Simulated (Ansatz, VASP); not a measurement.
# Two plane-wave programs on C

```
CELL_PARAMETERS angstrom
0.00000 1.69369 1.73501
1.69369 0.00000 1.73501
1.69369 1.69369 0.00000
ATOMIC_POSITIONS crystal
C 0.50000 0.50000 0.50000
C 0.75000 0.75000 0.75000
```

Alike in both runs: task single point; functional LDA; k mesh 12 × 12 × 12; occupations gaussian, width 0.05 eV; no spin polarisation.

|  | VASP | Ansatz |
| --- | --- | --- |
| version | VASP 6.6.1 | Ansatz 0.2.0 |
| potentials or method | VASP PAW LDA potentials, release 64 (C) | scalar-relativistic, plane waves, PAW |
| plane-wave cutoff (eV) | 520 | 520 |
| valence electrons in the cell | 8 | 8 |

Ansatz gave:

* gap on the k mesh at the Fermi level (eV): 4.14
* least direct gap on the mesh (eV): 5.68

Q: What did VASP give for the same quantities?

A: gap on the k mesh at the Fermi level (eV): 4.13; least direct gap on the mesh (eV): 5.68.

Ansatz warned: «pseudo_functional_mismatch».
